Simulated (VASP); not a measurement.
# BP (an interface model) in VASP: further runs, part 2 of 2

VASP 6.6.1.

## Step 3: Single point, PBE

INCAR

```
PREC     = Accurate       # precision mode
ENCUT    = 520            # plane-wave cutoff, eV
EDIFF    = 1E-7           # SCF threshold, eV
ISMEAR   = 0              # smearing method
SIGMA    = 0.05           # smearing width, eV
LREAL    = Auto         
LASPH    = T              # aspherical terms in the spheres
NELM     = 100            # most SCF steps
ALGO     = Fast           # electronic algorithm
ISIF     = 2              # what is computed and relaxed
LWAVE    = F              # write WAVECAR
LCHARG   = F              # write CHGCAR
GGA      = PE             # functional
NBANDS   = 66             # bands
```

KPOINTS

```
regular mesh
0
Gamma
  12 12 1
```

POSCAR

```
BP
1.0
    3.2161364976      0.0000000000      0.0000000000
   -1.6080682488      2.7852559090      0.0000000000
    0.0000000000      0.0000000000     31.5115734490
P B
12 12
Direct
    0.6666666667      0.3333333333      0.0521666667
    0.0000000000      0.0000000000      0.1355000000
    0.6666666667      0.3333333333      0.3021666667
    0.3333333333      0.6666666667      0.2188333333
    0.0000000000      0.0000000000      0.3855000000
    0.3333333333      0.6666666667      0.4688333333
    0.6666666667      0.3333333333      0.9478333333
    0.0000000000      0.0000000000      0.8645000000
    0.6666666667      0.3333333333      0.6978333333
    0.3333333333      0.6666666667      0.7811666667
    0.0000000000      0.0000000000      0.6145000000
    0.3333333333      0.6666666667      0.5311666667
    0.3333333333      0.6666666667      0.0313333333
    0.6666666667      0.3333333333      0.1146666667
    0.0000000000      0.0000000000      0.1980000000
    0.3333333333      0.6666666667      0.2813333333
    0.6666666667      0.3333333333      0.3646666667
    0.0000000000      0.0000000000      0.4480000000
    0.3333333333      0.6666666667      0.9686666667
    0.6666666667      0.3333333333      0.8853333333
    0.0000000000      0.0000000000      0.8020000000
    0.3333333333      0.6666666667      0.7186666667
    0.6666666667      0.3333333333      0.6353333333
    0.0000000000      0.0000000000      0.5520000000
```

Potentials or basis: VASP PAW PBE potentials, release 64 (P, B).

The run is started by

```console
cat potpaw_PBE.64/P/POTCAR potpaw_PBE.64/B/POTCAR > POTCAR
mpirun -np 1 vasp_std > vasp.out
```

OUTCAR:

```text
PREC = Accurate
   ENCUT = 520
   EDIFF = 1E-7
   ISMEAR = 0
   LREAL = Auto
   LASPH = T
   NELM = 100
   ISIF = 2
   GGA = PE

 ion  position               nearest neighbor table
   1  0.667  0.333  0.052-  14 1.97  13 1.97  13 1.97  13 1.97
   2  0.000  0.000  0.136-  14 1.97  14 1.97  14 1.97  15 1.97
   3  0.667  0.333  0.302-  17 1.97  16 1.97  16 1.97  16 1.97
   4  0.333  0.667  0.219-  15 1.97  15 1.97  15 1.97  16 1.97
   5  0.000  0.000  0.386-  17 1.97  17 1.97  17 1.97  18 1.97
   6  0.333  0.667  0.469-  12 1.96  18 1.97  18 1.97  18 1.97
[... 16 lines left out ...]
  23  0.667  0.333  0.635-  11 1.97  11 1.97  11 1.97   9 1.97
  24  0.000  0.000  0.552-  12 1.97  12 1.97  12 1.97  11 1.97

  LATTYP: Found a hexagonal cell.
 ALAT       =     3.2161364976
 C/A-ratio  =     9.7979589711

  Lattice vectors:

 A1 = (   3.2161364976,   0.0000000000,   0.0000000000)
 A2 = (  -1.6080682488,   2.7852559090,   0.0000000000)
 A3 = (   0.0000000000,   0.0000000000,  31.5115734490)

Analysis of symmetry for initial positions (statically):
=====================================================================
 Subroutine PRICEL returns:
 Original cell was already a primitive cell.

 Routine SETGRP: Setting up the symmetry group for a
 hexagonal supercell.

 Subroutine GETGRP returns: Found 12 space group operations
 (whereof 12 operations were pure point group operations)
 out of a pool of 24 trial point group operations.

The static configuration has the point symmetry D_3h.

Analysis of symmetry for dynamics (positions and initial velocities):
=====================================================================
 Subroutine PRICEL returns:
 Original cell was already a primitive cell.

 Routine SETGRP: Setting up the symmetry group for a
 hexagonal supercell.

 Subroutine GETGRP returns: Found 12 space group operations
 (whereof 12 operations were pure point group operations)
 out of a pool of 24 trial point group operations.

The dynamic configuration has the point symmetry D_3h.

 Subroutine INISYM returns: Found 12 space group operations
 (whereof 12 operations are pure point group operations),
 and found     1 'primitive' translations

----------------------------------------------------------------------------------------

                                     Primitive cell

  volume of cell :     282.2732

  direct lattice vectors                    reciprocal lattice vectors
     3.216136498  0.000000000  0.000000000     0.310932077  0.179516718  0.000000000
    -1.608068249  2.785255909  0.000000000     0.000000000  0.359033436  0.000000000
     0.000000000  0.000000000 31.511573449     0.000000000  0.000000000  0.031734372

  length of vectors
     3.216136498  3.216136498 31.511573449     0.359033436  0.359033436  0.031734372

  position of ions in fractional coordinates (direct lattice)
     0.666666667  0.333333333  0.052166667
     0.000000000  0.000000000  0.135500000
     0.666666667  0.333333333  0.302166667
     0.333333333  0.666666667  0.218833333
     0.000000000  0.000000000  0.385500000
     0.333333333  0.666666667  0.468833333
[... 16 lines left out ...]
     0.666666667  0.333333333  0.635333333
     0.000000000  0.000000000  0.552000000

[... 60 lines left out ...]
  0.416667 -0.000000  0.000000      6.000000
[... 11 lines left out ...]
  0.333333  0.250000  0.000000     12.000000
  0.333333  0.333333  0.000000      2.000000
   k-points           NKPTS =     19   k-points in BZ     NKDIM =     19   number of bands    NBANDS=     66
   number of dos      NEDOS =    301   number of ions     NIONS =     24
   total plane-waves  NPLWV = 138240
   dimension x,y,z NGX =    24 NGY =   24 NGZ =  240
   dimension x,y,z NGXF=    48 NGYF=   48 NGZF=  480
   ions per type =              12  12
   NGX,Y,Z   is equivalent  to a cutoff of  12.41, 12.41, 12.66 a.u.
   NGXF,Y,Z  is equivalent  to a cutoff of  24.81, 24.81, 25.32 a.u.
 SYSTEM =  unknown system
   PREC   = accura    normal or accurate (medium, high low for compatibility)
   ISTART =      0    job   : 0-new  1-cont  2-samecut
   ICHARG =      2    charge: 1-file 2-atom 10-const
   ISPIN  =      1    spin polarized calculation?
   LNONCOLLINEAR =      F non collinear calculations
   LSORBIT =      F    spin-orbit coupling
   LASPH  =      T    aspherical Exc in radial PAW
   ENCUT  =  520.0 eV  38.22 Ry    6.18 a.u.   5.98  5.98 58.59*2*pi/ulx,y,z
   NELM   =    100;   NELMIN=  2; NELMDL= -5     # of ELM steps
   EDIFF  = 0.1E-06   stopping-criterion for ELM
   LREAL  =      T    real-space projection
   EDIFFG = 0.1E-05   stopping-criterion for IOM
   NSW    =      0    number of steps for IOM
   IBRION =     -1    ionic relax: 0-MD 1-quasi-New 2-CG
   NFREE  =      0    steps in history (QN), initial steepest desc. (CG)
   ISIF   =      2    stress and relaxation
   ISYM   =      2    0-nonsym 1-usesym 2-fastsym
   POTIM  = 0.5000    time-step for ionic-motion
   TEBEG  =    0.0;   TEEND  =   0.0 temperature during run
   PSTRESS=    0.0 pullay stress
   NELECT =      96.0000    total number of electrons
   NUPDOWN=      -1.0000    fix difference up-down
   EMIN   =  10.00;   EMAX   =-10.00  energy-range for DOS
   EFERMI =   0.00;   METHOD = LEGACY
   ISMEAR =     0;   SIGMA  =   0.05  broadening in eV -4-tet -1-fermi 0-gaus
   EFERMI_NEDOS =   21; number of points for ismear=-14 and -15
   IALGO  =     68    algorithm
   IMIX   =      4    mixing-type and parameters
     AMIX     =   0.40;   BMIX     =  1.00
     AMIX_MAG =   1.60;   BMIX_MAG =  1.00
  volume/ion in A,a.u.               =      11.76        79.37
  Fermi-wavevector in a.u.,A,eV,Ry     =   1.142726  2.159439 17.766789  1.305822
  Thomas-Fermi vector in A             =   2.279423
   LORBIT       =      0    0 simple, 1 ext, 2 COOP (PROOUT), +10 PAW based schemes
   GGA     = PE    functional components
   LHFCALC =     F    Hartree Fock is set to
   AEXX    =    0.0000 exact exchange contribution
   IVDW    =     0    specifies the selected vdW correction
   LEPSILON=     F    determine dielectric tensor
   LRPA    =     F    only Hartree local field effects (RPA)
 non-spin polarized calculation
 RMM-DIIS sequential band-by-band and
 Gauss-broadening in eV      SIGMA  =   0.05
  energy-cutoff  :      520.00
  volume of cell :      282.27
 maximum number of plane-waves:      7668
 NGX is ok and might be reduce to    24
   NGX = 11   NGY = 11   NGZ =117

 number of electron      96.0000003 magnetization

 Free energy of the ion-electron system (eV)
  ---------------------------------------------------
  ext. energy  EPLUGINS =         0.00000000
  ---------------------------------------------------
  free energy    TOTEN  =      -153.09929239 eV

  energy without entropy =     -153.09324154  energy(sigma->0) =     -153.09626697

 E-fermi :   7.8991     XC(G=0): -10.8863

 val. band max:        7.8833991521   @ k =   0.4167   0.0833   0.0000
 cond. band min:       7.9269575769   @ k =   0.2500   0.0000   0.0000
 fundamental gap:      0.0435584248
 Fermi energy:         7.8990979763

 k-point     1 :       0.0000    0.0000    0.0000
  band No.  band energies     occupation
      1      -9.8108      2.00000
      2      -8.4301      2.00000
      3      -8.1575      2.00000
      4      -7.6198      2.00000
      5      -7.3798      2.00000
      6      -6.8837      2.00000
[... 1186 lines left out ...]
     59      12.2892      0.00000
     60      12.5401      0.00000
 [bands above 60 left out]

------------------------ aborting loop because EDIFF is reached ----------------------------------------

  FORCE on cell =-STRESS in cart. coord.  units (eV):
  Direction    XX          YY          ZZ          XY          YZ          ZX
  --------------------------------------------------------------------------------------
  -------------------------------------------------------------------------------------
  Total       -0.5180932     -0.5180932      4.5183081      0.0000000      0.0000000      0.0000000
  in kB       -2.9406870     -2.9406870     25.6458301      0.0000000      0.0000000      0.0000000
  external PRESSURE =       6.5881520 kB  Pullay stress =       0.0000000 kB

 VOLUME and BASIS-vectors are now :
 -----------------------------------------------------------------------------
  energy-cutoff  :      520.00
  volume of cell :      282.27
      direct lattice vectors                 reciprocal lattice vectors
     3.216136498  0.000000000  0.000000000     0.310932077  0.179516718  0.000000000
    -1.608068249  2.785255909  0.000000000     0.000000000  0.359033436  0.000000000
     0.000000000  0.000000000 31.511573449     0.000000000  0.000000000  0.031734372

 POSITION                                       TOTAL-FORCE (eV/Angst)
 -----------------------------------------------------------------------------------
      1.60807      0.92842      1.64385        -0.000000     -0.000000     -0.502393
      0.00000      0.00000      4.26982        -0.000000      0.000000     -0.182866
      1.60807      0.92842      9.52175         0.000000     -0.000000     -0.097541
     -0.00000      1.85684      6.89578         0.000000      0.000000     -0.125242
      0.00000      0.00000     12.14771        -0.000000      0.000000     -0.115464
     -0.00000      1.85684     14.77368         0.000000     -0.000000     -4.793024
[... 16 lines left out ...]
      1.60807      0.92842     20.02035        -0.000000      0.000000     -0.152373
      0.00000      0.00000     17.39439        -0.000000      0.000000     -0.170669
 -----------------------------------------------------------------------------------
    total drift:                                0.000000     -0.000000     -0.000000

  FREE ENERGIE OF THE ION-ELECTRON SYSTEM (eV)
  ---------------------------------------------------
  free  energy   TOTEN  =      -153.0992923922 eV

  energy  without entropy=     -153.0932415444  energy(sigma->0) =     -153.09626697
```

Wall time 12 min (1 thread of Intel Xeon Platinum 8488C (Sapphire Rapids), shared host); peak memory 0.47 GiB.

What came out:

```
Free energy            : -153.0993 eV
Pressure               : 0.7 GPa
Largest force          : 4.793 eV/Å
Band gap on the k mesh : none (metal or under the smearing width)
```

Forces in eV/Å, atoms in the order of the input:
```
P    0.000  0.000 -0.502
P    0.000  0.000 -0.183
P    0.000  0.000 -0.098
P    0.000  0.000 -0.125
P    0.000  0.000 -0.115
P    0.000  0.000 -4.793
P    0.000  0.000  0.502
P    0.000  0.000  0.183
P    0.000  0.000  0.098
P    0.000  0.000  0.125
P    0.000  0.000  0.115
P    0.000  0.000  4.793
B    0.000  0.000 -1.137
B    0.000  0.000  0.204
B    0.000  0.000  0.134
B    0.000  0.000  0.110
B    0.000  0.000  0.152
B    0.000  0.000  0.171
B    0.000  0.000  1.137
B    0.000  0.000 -0.204
B    0.000  0.000 -0.134
B    0.000  0.000 -0.110
B    0.000  0.000 -0.152
B    0.000  0.000 -0.171
```
